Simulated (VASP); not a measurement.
# Sc: drag along a line

Sc, slab, 13 atoms in the cell. PBE, constrained relaxations along a path; PAW potentials Sc_sv (PBE set).

Path: drag along a line, Sc hops from a hollow site to the next hollow site of Sc(100).

## Input

INCAR:
```
  ALGO = Normal
  EDIFF = 1E-6
  EDIFFG = -0.03
  ENCUT = 250
  IBRION = 2
  ISIF = 2
  ISMEAR = 1
  KPAR = 2
  LASPH = True
  LCHARG = False
  LREAL = False
  LWAVE = False
  NELM = 100
  NSW = 60
  POTIM = 0.5
  PREC = Normal
  SIGMA = 0.1
```

KPOINTS:
```
k-points
0
Gamma
  3 3 1
```

POSCAR.step1:
```
Sc
1.0
    6.3922453019      0.0000000000      0.0000000000
    0.0000000000      6.3922453019      0.0000000000
    0.0000000000      0.0000000000     19.6900000000
Sc
13
Selective dynamics
Direct
    0.0000000000      0.0000000000      0.3047232098  F F F
    0.5000000000      0.0000000000      0.3047232098  F F F
    0.0000000000      0.5000000000      0.3047232098  F F F
    0.5000000000      0.5000000000      0.3047232098  F F F
    0.2500000000      0.2500000000      0.4195022854  T T T
    0.7500000000      0.2500000000      0.4195022854  T T T
    0.2500000000      0.7500000000      0.4195022854  T T T
    0.7500000000      0.7500000000      0.4195022854  T T T
    0.0000000000      0.0000000000      0.5342813611  T T T
    0.5000000000      0.0000000000      0.5342813611  T T T
    0.0000000000      0.5000000000      0.5342813611  T T T
    0.5000000000      0.5000000000      0.5342813611  T T T
    0.2500000000      0.2500000000      0.6586283456  F T T
```

POSCAR.step2:
```
Sc
1.0
    6.3922453019      0.0000000000      0.0000000000
    0.0000000000      6.3922453019      0.0000000000
    0.0000000000      0.0000000000     19.6900000000
Sc
13
Selective dynamics
Direct
    0.0000000000      0.0000000000      0.3047232098  F F F
    0.5000000000      0.0000000000      0.3047232098  F F F
    0.0000000000      0.5000000000      0.3047232098  F F F
    0.5000000000      0.5000000000      0.3047232098  F F F
    0.2500000000      0.2500000000      0.4195022854  T T T
    0.7500000000      0.2500000000      0.4195022854  T T T
    0.2500000000      0.7500000000      0.4195022854  T T T
    0.7500000000      0.7500000000      0.4195022854  T T T
    0.0000000000      0.0000000000      0.5342813611  T T T
    0.5000000000      0.0000000000      0.5342813611  T T T
    0.0000000000      0.5000000000      0.5342813611  T T T
    0.5000000000      0.5000000000      0.5342813611  T T T
    0.1500000000      0.2500000000      0.6586283456  F T T
```

POSCAR.step3:
```
Sc
1.0
    6.3922453019      0.0000000000      0.0000000000
    0.0000000000      6.3922453019      0.0000000000
    0.0000000000      0.0000000000     19.6900000000
Sc
13
Selective dynamics
Direct
    0.0000000000      0.0000000000      0.3047232098  F F F
    0.5000000000      0.0000000000      0.3047232098  F F F
    0.0000000000      0.5000000000      0.3047232098  F F F
    0.5000000000      0.5000000000      0.3047232098  F F F
    0.2500000000      0.2500000000      0.4195022854  T T T
    0.7500000000      0.2500000000      0.4195022854  T T T
    0.2500000000      0.7500000000      0.4195022854  T T T
    0.7500000000      0.7500000000      0.4195022854  T T T
    0.0000000000      0.0000000000      0.5342813611  T T T
    0.5000000000      0.0000000000      0.5342813611  T T T
    0.0000000000      0.5000000000      0.5342813611  T T T
    0.5000000000      0.5000000000      0.5342813611  T T T
    0.0750000000      0.2500000000      0.6586283456  F T T
```

POSCAR.step4:
```
Sc
1.0
    6.3922453019      0.0000000000      0.0000000000
    0.0000000000      6.3922453019      0.0000000000
    0.0000000000      0.0000000000     19.6900000000
Sc
13
Selective dynamics
Direct
    0.0000000000      0.0000000000      0.3047232098  F F F
    0.5000000000      0.0000000000      0.3047232098  F F F
    0.0000000000      0.5000000000      0.3047232098  F F F
    0.5000000000      0.5000000000      0.3047232098  F F F
    0.2500000000      0.2500000000      0.4195022854  T T T
    0.7500000000      0.2500000000      0.4195022854  T T T
    0.2500000000      0.7500000000      0.4195022854  T T T
    0.7500000000      0.7500000000      0.4195022854  T T T
    0.0000000000      0.0000000000      0.5342813611  T T T
    0.5000000000      0.0000000000      0.5342813611  T T T
    0.0000000000      0.5000000000      0.5342813611  T T T
    0.5000000000      0.5000000000      0.5342813611  T T T
    0.0000000000      0.2500000000      0.6586283456  F T T
```

POSCAR.step5:
```
Sc
1.0
    6.3922453019      0.0000000000      0.0000000000
    0.0000000000      6.3922453019      0.0000000000
    0.0000000000      0.0000000000     19.6900000000
Sc
13
Selective dynamics
Direct
    0.0000000000      0.0000000000      0.3047232098  F F F
    0.5000000000      0.0000000000      0.3047232098  F F F
    0.0000000000      0.5000000000      0.3047232098  F F F
    0.5000000000      0.5000000000      0.3047232098  F F F
    0.2500000000      0.2500000000      0.4195022854  T T T
    0.7500000000      0.2500000000      0.4195022854  T T T
    0.2500000000      0.7500000000      0.4195022854  T T T
    0.7500000000      0.7500000000      0.4195022854  T T T
    0.0000000000      0.0000000000      0.5342813611  T T T
    0.5000000000      0.0000000000      0.5342813611  T T T
    0.0000000000      0.5000000000      0.5342813611  T T T
    0.5000000000      0.5000000000      0.5342813611  T T T
   -0.0750000000      0.2500000000      0.6586283456  F T T
```

POSCAR.step6:
```
Sc
1.0
    6.3922453019      0.0000000000      0.0000000000
    0.0000000000      6.3922453019      0.0000000000
    0.0000000000      0.0000000000     19.6900000000
Sc
13
Selective dynamics
Direct
    0.0000000000      0.0000000000      0.3047232098  F F F
    0.5000000000      0.0000000000      0.3047232098  F F F
    0.0000000000      0.5000000000      0.3047232098  F F F
    0.5000000000      0.5000000000      0.3047232098  F F F
    0.2500000000      0.2500000000      0.4195022854  T T T
    0.7500000000      0.2500000000      0.4195022854  T T T
    0.2500000000      0.7500000000      0.4195022854  T T T
    0.7500000000      0.7500000000      0.4195022854  T T T
    0.0000000000      0.0000000000      0.5342813611  T T T
    0.5000000000      0.0000000000      0.5342813611  T T T
    0.0000000000      0.5000000000      0.5342813611  T T T
    0.5000000000      0.5000000000      0.5342813611  T T T
   -0.1500000000      0.2500000000      0.6586283456  F T T
```

POSCAR.step7:
```
Sc
1.0
    6.3922453019      0.0000000000      0.0000000000
    0.0000000000      6.3922453019      0.0000000000
    0.0000000000      0.0000000000     19.6900000000
Sc
13
Selective dynamics
Direct
    0.0000000000      0.0000000000      0.3047232098  F F F
    0.5000000000      0.0000000000      0.3047232098  F F F
    0.0000000000      0.5000000000      0.3047232098  F F F
    0.5000000000      0.5000000000      0.3047232098  F F F
    0.2500000000      0.2500000000      0.4195022854  T T T
    0.7500000000      0.2500000000      0.4195022854  T T T
    0.2500000000      0.7500000000      0.4195022854  T T T
    0.7500000000      0.7500000000      0.4195022854  T T T
    0.0000000000      0.0000000000      0.5342813611  T T T
    0.5000000000      0.0000000000      0.5342813611  T T T
    0.0000000000      0.5000000000      0.5342813611  T T T
    0.5000000000      0.5000000000      0.5342813611  T T T
   -0.2500000000      0.2500000000      0.6586283456  F T T
```

Commands (each step's output is kept before the next begins):
```
cat potpaw_PBE.64/Sc_sv/POTCAR > POTCAR
cp POSCAR.step1 POSCAR
mpirun -np 8 vasp_std > vasp.out
cp POSCAR.step2 POSCAR
mpirun -np 8 vasp_std > vasp.out
cp POSCAR.step3 POSCAR
mpirun -np 8 vasp_std > vasp.out
cp POSCAR.step4 POSCAR
mpirun -np 8 vasp_std > vasp.out
cp POSCAR.step5 POSCAR
mpirun -np 8 vasp_std > vasp.out
cp POSCAR.step6 POSCAR
mpirun -np 8 vasp_std > vasp.out
cp POSCAR.step7 POSCAR
mpirun -np 8 vasp_std > vasp.out
```

## Result

- Barrier (eV): 0.269
- Ionic steps, all stages: 116
- Electronic steps, all stages: 1628

Energy along the pull:

| Share of the way | Energy above the start (eV) |
|---|---|
| 0 | 0.000 |
| 0.2 | 0.077 |
| 0.35 | 0.201 |
| 0.5 | 0.269 |
| 0.65 | 0.201 |
| 0.8 | 0.077 |
| 1 | 0.000 |

The slab is face-centred cubic Sc(100), which isn't the element's stable structure, in-plane cell 6.39 × 6.39 Å, with 3 × 3 k points.

Limits: the adatom repeats in each 2 x 2 surface cell, and the slab has three layers.

VASP 6.6.1 took 2514 s on 8 cores (Intel Xeon Platinum 8375C @ 2.90GHz (Ice Lake)), a shared host.
